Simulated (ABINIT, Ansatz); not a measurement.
## CaSe (Fm-3m): Raman and infrared activity

Which lines does CaSe (Fm-3m) show in Raman and infrared spectra?

Main program and level: ABINIT 10.8.3; DFT LDA, scalar-relativistic, plane waves, PseudoDojo norm-conserving pseudopotentials.

The database entry behind the starting cell differs from later determinations by our own check (0.1 to 0.3 % short, probably kX units), so it need not match the best structure at ambient conditions.

**1. Starting point**

It takes space group Fm-3m (No. 225, cubic). The conventional cell has a = 5.912 Å, b = 5.912 Å, c = 5.912 Å, α = 90.00°, β = 90.00°, γ = 90.00°. Nearest to Ca lie 6 Se at 2.96 Å. Nearest to Se lie 6 Ca at 2.96 Å. Farther neighbours and most contacts between anions are not listed.

Coordinates:

```cif
data_structure
_symmetry_space_group_name_H-M 'P 1'
_symmetry_Int_Tables_number 1
_cell_length_a 4.1804
_cell_length_b 4.1804
_cell_length_c 4.1804
_cell_angle_alpha 60.000
_cell_angle_beta 60.000
_cell_angle_gamma 60.000
_cell_volume 51.66
loop_
_atom_site_label
_atom_site_type_symbol
_atom_site_fract_x
_atom_site_fract_y
_atom_site_fract_z
_atom_site_occupancy
Ca1 Ca 0.00000 0.00000 0.00000 1
Se2 Se 0.50000 0.50000 0.50000 1
```

**2. A first look**

A first run with smearing and empty bands tells whether the crystal has a gap, which decides between fixed occupations and smearing later on.

The input, probe.abi:

```
# ground state
tolvrs 1.0d-08
prtden 1
prtwf 1

# basis, mesh and filling
ecut 39.0
ngkpt 6 6 6
nshiftk 1
shiftk 0.0 0.0 0.0
istwfk *1
occopt 7
tsmear 0.005
nband 20
nstep 100
diemac 9.0
prtebands 0
prtgsr 0

# cell and atoms
acell 7.899839986 7.899839986 7.899839986
rprim 
    0.0 0.7071067812 0.7071067812
    0.7071067812 0.0 0.7071067812
    0.7071067812 0.7071067812 0.0
ntypat 2
znucl 20 34
natom 2
typat 1 2
xred 
    0.0 0.0 0.0
    0.5 0.5 0.5
pp_dirpath "./pseudo"
pseudos "Ca.upf, Se.upf"
```

Command:

```bash
> OMP_NUM_THREADS=1 mpirun -n 8 abinit probe.abi > probe.log
```

Numbers of over 12 decimals in the logs are rounded to 6 here.

probe.abo, the main output file:

```text
[banners, grids, parts of the stress and lines that vanish by symmetry left out]
- input  file    -> probe.abi
- output file    -> probe.abo
- root for input  files -> probei
[...]
Symmetries : space group Fm -3 m (#225); Bravais cF (face-center cubic)
[...]
mpw =        4088          nfft =      110592          nkpt =          16
[...]
== DATASET  1 ==================================================================
[...]
cutoff_energies: {ecut:  39.0, pawecutdg:  -1.0, }
[...]
ETOT  1  -159.64449240034    -1.596E+02 6.863E-01 6.854E+01
 ETOT  2  -160.00804492355    -3.636E-01 2.013E-02 1.623E+01
 ETOT  3  -160.00950270242    -1.458E-03 9.134E-03 1.016E-01
 ETOT  4  -160.00951153358    -8.831E-06 1.358E-02 2.332E-02
 ETOT  5  -160.00951352640    -1.993E-06 2.080E-02 4.265E-04
 ETOT  6  -160.00951358432    -5.792E-08 5.287E-03 8.900E-06
 ETOT  7  -160.00951358465    -3.344E-10 3.222E-03 1.451E-07
 ETOT  8  -160.00951358466    -5.087E-12 9.750E-04 1.281E-09
 At SCF step    8       vres2   =  1.28E-09 < tolvrs=  1.00E-08 =>converged.
[...]
sigma(1 1)=  1.16223677E-04  sigma(3 2)=  0.00000000E+00
  sigma(2 2)=  1.16223677E-04  sigma(3 1)=  0.00000000E+00
  sigma(3 3)=  1.16223677E-04  sigma(2 1)=  0.00000000E+00
[...]
convergence: {deltae: -5.087E-12, res2:  1.281E-09, residm:  9.750E-04, diffor: null, }
etotal    :  -1.60009514E+02
[...]
sigma(1 1)=  1.16223677E-04  sigma(3 2)=  0.00000000E+00
  sigma(2 2)=  1.16223677E-04  sigma(3 1)=  0.00000000E+00
  sigma(3 3)=  1.16223677E-04  sigma(2 1)=  0.00000000E+00
[...]
- sigma(1 1)=  3.41941862E+00  sigma(3 2)=  0.00000000E+00
- sigma(2 2)=  3.41941862E+00  sigma(3 1)=  0.00000000E+00
- sigma(3 3)=  3.41941862E+00  sigma(2 1)=  0.00000000E+00
[...]
fcart     -0.0000000000E+00 -0.0000000000E+00 -0.0000000000E+00
           strten      1.1622367671E-04  1.1622367671E-04  1.1622367671E-04
================================================================================

[key lines of the parts left out:]
pressure_GPa:  -3.4194E+00
```

Wall time 6.4 s (8 MPI ranks of Arm Neoverse V2, shared host).

Read from the output:

```yaml
volume_per_atom: 25.83 Å³
pressure: -3.419 GPa
gap_on_the_k_mesh: 1.875 eV
```

A gap of 1.9 eV opens on this mesh, so the crystal is taken as an insulator; the printed pressure holds the stress of the finite basis too.

**3. Relaxing the cell and atoms**

The harmonic expansion needs vanishing forces, and a free crystal bears no stress, so cell and atoms are brought to rest. Stress is more sensitive to the basis than forces are: the last 3 Ha under the cutoff are smoothed with ecutsm, and the cutoff is raised above that of the later runs.

The input, relax.abi:

```
# relaxation
ionmov 2
optcell 2
dilatmx 1.08
ntime 40
tolmxf 1.0d-05
tolvrs 1.0d-14
prtwf 0
prtden 0
chksymtnons 0

# basis, mesh and filling
ecut 48.0
ecutsm 3.0
ngkpt 8 8 8
nshiftk 1
shiftk 0.0 0.0 0.0
istwfk *1
occopt 1
nband 13
nstep 100
diemac 9.0
prtebands 0
prtgsr 0

# cell and atoms
acell 7.899839986 7.899839986 7.899839986
rprim 
    0.0 0.7071067812 0.7071067812
    0.7071067812 0.0 0.7071067812
    0.7071067812 0.7071067812 0.0
ntypat 2
znucl 20 34
natom 2
typat 1 2
xred 
    0.0 0.0 0.0
    0.5 0.5 0.5
pp_dirpath "./pseudo"
pseudos "Ca.upf, Se.upf"
```

Command:

```bash
> OMP_NUM_THREADS=1 mpirun -n 8 abinit relax.abi > relax.log
```

relax.abo, the main output file:

```text
[banners, grids, parts of the stress and lines that vanish by symmetry left out]
- input  file    -> relax.abi
- output file    -> relax.abo
- root for input  files -> relaxi
[...]
Symmetries : space group Fm -3 m (#225); Bravais cF (face-center cubic)
[...]
mpw =        7046          nfft =      157464          nkpt =          29
[...]
== DATASET  1 ==================================================================
[...]
cutoff_energies: {ecut:  48.0, pawecutdg:  -1.0, }
[...]
ETOT  1  -157.28889442143    -1.573E+02 2.928E+00 1.373E+03
 ETOT  2  -159.77548978568    -2.487E+00 3.133E-02 3.701E+03
 ETOT  3  -159.95618374958    -1.807E-01 1.810E-03 8.415E+02
 ETOT  4  -159.99577509001    -3.959E-02 4.751E-04 2.177E+02
 ETOT  5  -160.00949538694    -1.372E-02 3.103E-04 1.056E+00
[...]
At SCF step   20       vres2   =  6.62E-15 < tolvrs=  1.00E-14 =>converged.
[...]
sigma(1 1)=  1.07229238E-04  sigma(3 2)=  0.00000000E+00
  sigma(2 2)=  1.07229238E-04  sigma(3 1)=  0.00000000E+00
  sigma(3 3)=  1.07229238E-04  sigma(2 1)=  0.00000000E+00
[...]
convergence: {deltae:  4.576E-12, res2:  6.624E-15, residm:  7.368E-19, diffor: null, }
etotal    :  -1.60009692E+02
[...]
ETOT  1  -160.00573018502    -1.600E+02 8.496E+01 6.358E+01
[...]
At SCF step   14       vres2   =  2.27E-15 < tolvrs=  1.00E-14 =>converged.
[...]
sigma(1 1)=  9.25452928E-05  sigma(3 2)=  0.00000000E+00
  sigma(2 2)=  9.25452928E-05  sigma(3 1)=  0.00000000E+00
  sigma(3 3)=  9.25452928E-05  sigma(2 1)=  0.00000000E+00
[...]
convergence: {deltae: -3.126E-12, res2:  2.266E-15, residm:  3.319E-17, diffor: null, }
etotal    :  -1.60010027E+02
[...]
ETOT  1  -159.87989227871    -1.599E+02 2.101E+00 2.024E+03
[...]
At SCF step   15       vres2   =  1.71E-15 < tolvrs=  1.00E-14 =>converged.
[...]
sigma(1 1)= -8.79320877E-06  sigma(3 2)=  0.00000000E+00
  sigma(2 2)= -8.79320877E-06  sigma(3 1)=  0.00000000E+00
  sigma(3 3)= -8.79320877E-06  sigma(2 1)=  0.00000000E+00
[...]
convergence: {deltae:  9.123E-12, res2:  1.710E-15, residm:  1.516E-16, diffor: null, }
etotal    :  -1.60010885E+02
[...]
ETOT  1  -160.00990559059    -1.600E+02 5.426E-07 1.514E+01
[...]
At SCF step   14       vres2   =  7.09E-16 < tolvrs=  1.00E-14 =>converged.
[...]
sigma(1 1)=  5.92627447E-07  sigma(3 2)=  0.00000000E+00
  sigma(2 2)=  5.92627447E-07  sigma(3 1)=  0.00000000E+00
  sigma(3 3)=  5.92627447E-07  sigma(2 1)=  0.00000000E+00
[...]
convergence: {deltae:  9.891E-12, res2:  7.088E-16, residm:  1.924E-18, diffor: null, }
etotal    :  -1.60010891E+02
[...]
ETOT  1  -160.01088707616    -1.600E+02 4.269E-07 6.049E-02
[...]
ETOT 11  -160.01089101244    -5.713E-12 6.329E-18 3.643E-14
 ETOT 12  -160.01089101244    -3.325E-12 2.348E-18 3.939E-15
 At SCF step   12       vres2   =  3.94E-15 < tolvrs=  1.00E-14 =>converged.
[...]
sigma(1 1)=  3.28570591E-09  sigma(3 2)=  0.00000000E+00
  sigma(2 2)=  3.28570591E-09  sigma(3 1)=  0.00000000E+00
  sigma(3 3)=  3.28570591E-09  sigma(2 1)=  0.00000000E+00
[...]
convergence: {deltae: -3.325E-12, res2:  3.939E-15, residm:  2.348E-18, diffor: null, }
etotal    :  -1.60010891E+02
[...]
At Broyd/MD step   5, gradients are converged :
[...]
sigma(1 1)=  3.28570591E-09  sigma(3 2)=  0.00000000E+00
  sigma(2 2)=  3.28570591E-09  sigma(3 1)=  0.00000000E+00
  sigma(3 3)=  3.28570591E-09  sigma(2 1)=  0.00000000E+00
[...]
- sigma(1 1)=  9.66688053E-05  sigma(3 2)=  0.00000000E+00
- sigma(2 2)=  9.66688052E-05  sigma(3 1)=  0.00000000E+00
- sigma(3 3)=  9.66688053E-05  sigma(2 1)=  0.00000000E+00
[...]
fcart     -0.0000000000E+00 -0.0000000000E+00 -0.0000000000E+00
           strten      3.2857059087E-09  3.2857059053E-09  3.2857059070E-09
================================================================================

[key lines of the parts left out:]
pressure_GPa:  -9.6669E-05
Total energy (etotal) [Ha]= -1.60010891012442E+02
```

The job ended after 79 s (8 MPI ranks; 11 min of CPU time).

The steps of the relaxation:

```
step  energy less that of the first step (eV)  largest force (eV/Å)  volume (Å³)
   1                                   0.0000                0.0000        51.66
   2                                  -0.0091                0.0000        51.16
   3                                  -0.0325                0.0000        48.30
   4                                  -0.0326                0.0000        48.53
   5                                  -0.0326                0.0000        48.52
```

```
conventional cell, symmetrised  before  after  change
                         a (Å)   5.912  5.790  -2.1 %
                         b (Å)   5.912  5.790  -2.1 %
                         c (Å)   5.912  5.790  -2.1 %
              volume (Å³/atom)   25.83  24.26  -6.1 %
```

Final coordinates:

```cif
data_structure
_symmetry_space_group_name_H-M 'P 1'
_symmetry_Int_Tables_number 1
_cell_length_a 4.0939
_cell_length_b 4.0939
_cell_length_c 4.0939
_cell_angle_alpha 60.000
_cell_angle_beta 60.000
_cell_angle_gamma 60.000
_cell_volume 48.52
loop_
_atom_site_label
_atom_site_type_symbol
_atom_site_fract_x
_atom_site_fract_y
_atom_site_fract_z
_atom_site_occupancy
Ca1 Ca 0.00000 0.00000 0.00000 1
Se2 Se 0.50000 0.50000 0.50000 1
```

Numbers from this step:

- volume per atom: 24.26 Å³
- pressure: -9.67e-5 GPa

The volume changes by -6.1 % in this run and stands -6.1 % from the first cell.

**4. Self-consistent run for the response**

The response is built on these wavefunctions, so the potential is converged far more tightly than an energy would need. The mesh is shifted off Γ, since shifted meshes converge sums over the zone faster.

The input, gs.abi:

```
# ground state
tolvrs 1.0d-16
prtden 1
prtwf 1

# basis, mesh and filling
ecut 39.0
ngkpt 6 6 6
nshiftk 4
shiftk 
    0.5 0.5 0.5
    0.5 0.0 0.0
    0.0 0.5 0.0
    0.0 0.0 0.5
istwfk *1
occopt 1
nband 13
nstep 100
diemac 9.0
prtebands 0
prtgsr 0

# cell and atoms
acell 7.736401788 7.736401788 7.736401788
rprim 
    0.0 0.7071067812 0.7071067812
    0.7071067812 0.0 0.7071067812
    0.7071067812 0.7071067812 0.0
ntypat 2
znucl 20 34
natom 2
typat 1 2
xred 
    0.0 0.0 0.0
    0.5 0.5 0.5
pp_dirpath "./pseudo"
pseudos "Ca.upf, Se.upf"
```

Command:

```bash
> OMP_NUM_THREADS=1 mpirun -n 8 abinit gs.abi > gs.log
```

gs.abo, the main output file:

```text
[banners, grids, parts of the stress and lines that vanish by symmetry left out]
- input  file    -> gs.abi
- output file    -> gs.abo
- root for input  files -> gsi
[...]
Symmetries : space group Fm -3 m (#225); Bravais cF (face-center cubic)
[...]
mpw =        3822          nfft =       91125          nkpt =          28
[...]
== DATASET  1 ==================================================================
[...]
cutoff_energies: {ecut:  39.0, pawecutdg:  -1.0, }
[...]
ETOT  1  -157.38644722712    -1.574E+02 2.642E+00 5.776E+02
 ETOT  2  -159.83904430281    -2.453E+00 8.405E-03 1.615E+03
 ETOT  3  -159.97176875195    -1.327E-01 2.304E-03 3.617E+02
 ETOT  4  -160.00799836035    -3.623E-02 7.615E-04 2.348E+01
 ETOT  5  -160.01072436379    -2.726E-03 1.394E-04 8.368E-02
[...]
ETOT 20  -160.01075370530    -1.307E-12 1.327E-18 5.600E-14
 ETOT 21  -160.01075370530    -1.364E-12 1.896E-19 9.140E-17
 At SCF step   21       vres2   =  9.14E-17 < tolvrs=  1.00E-16 =>converged.
[...]
sigma(1 1)=  1.00866689E-05  sigma(3 2)=  0.00000000E+00
  sigma(2 2)=  1.00866689E-05  sigma(3 1)=  0.00000000E+00
  sigma(3 3)=  1.00866689E-05  sigma(2 1)=  0.00000000E+00
[...]
convergence: {deltae: -1.364E-12, res2:  9.140E-17, residm:  1.896E-19, diffor: null, }
etotal    :  -1.60010754E+02
[...]
sigma(1 1)=  1.00866689E-05  sigma(3 2)=  0.00000000E+00
  sigma(2 2)=  1.00866689E-05  sigma(3 1)=  0.00000000E+00
  sigma(3 3)=  1.00866689E-05  sigma(2 1)=  0.00000000E+00
[...]
- sigma(1 1)=  2.96760045E-01  sigma(3 2)=  0.00000000E+00
- sigma(2 2)=  2.96760045E-01  sigma(3 1)=  0.00000000E+00
- sigma(3 3)=  2.96760045E-01  sigma(2 1)=  0.00000000E+00
[...]
fcart      1.4420370368E-31 -4.8067901226E-32 -1.4420370368E-31
           strten      1.0086668914E-05  1.0086668914E-05  1.0086668914E-05
================================================================================

[key lines of the parts left out:]
pressure_GPa:  -2.9676E-01
```

Wall time 15 s (8 MPI ranks); 1.9 min of CPU time.

This step gave:

| Property | Result |
| --- | --- |
| pressure | -0.2968 GPa |

The cell stands at -0.30 GPa: the relaxation ran with a smoothed and higher cutoff and on another k mesh.

**5. Empty bands**

Empty bands on the ground state's density check that the gap assumed so far is there in this cell.

The input, gap.abi:

```
# empty bands on the ground state's density
iscf -2
getden_filepath "gso_DEN"
tolwfr 1.0d-12
nbdbuf 2
prtwf 0

# basis, mesh and filling
ecut 39.0
ngkpt 8 8 8
nshiftk 1
shiftk 0.0 0.0 0.0
istwfk *1
occopt 1
nband 17
nstep 100
diemac 9.0
prtebands 0
prtgsr 0

# cell and atoms
acell 7.736401788 7.736401788 7.736401788
rprim 
    0.0 0.7071067812 0.7071067812
    0.7071067812 0.0 0.7071067812
    0.7071067812 0.7071067812 0.0
ntypat 2
znucl 20 34
natom 2
typat 1 2
xred 
    0.0 0.0 0.0
    0.5 0.5 0.5
pp_dirpath "./pseudo"
pseudos "Ca.upf, Se.upf"
```

Command:

```bash
> OMP_NUM_THREADS=1 mpirun -n 8 abinit gap.abi > gap.log
```

gap.abo, the main output file:

```text
[banners, grids, parts of the stress and lines that vanish by symmetry left out]
- input  file    -> gap.abi
- output file    -> gap.abo
- root for input  files -> gapi
[...]
Symmetries : space group Fm -3 m (#225); Bravais cF (face-center cubic)
[...]
mpw =        3839          nfft =       91125          nkpt =          29
[...]
== DATASET  1 ==================================================================
[...]
cutoff_energies: {ecut:  39.0, pawecutdg:  -1.0, }
[...]
-outvars: echo values of variables after computation
            acell      7.7364017880E+00  7.7364017880E+00  7.7364017880E+00 Bohr
================================================================================
```

Elapsed: 19 s, on 8 MPI ranks.

Read from the output:

```
gap on the k-mesh : 1.713 eV
```

In this cell the gap on the mesh is 1.7 eV, indirect (smallest direct 2.7 eV), so fixed occupations hold.

(Continued in part 2 of 3.)

[Host names and launcher messages were left out of these logs when they were recorded.]

[Logs are printed without paths, hosts, clocks, repeated set-up lines and the standing remarks that a program may print on its own settings, such as how far it seeks lower states.]

[Hosts, paths, dates, database ids (printed as entryN), source tags and the programs' standing remarks are cut or masked in the printed files.]
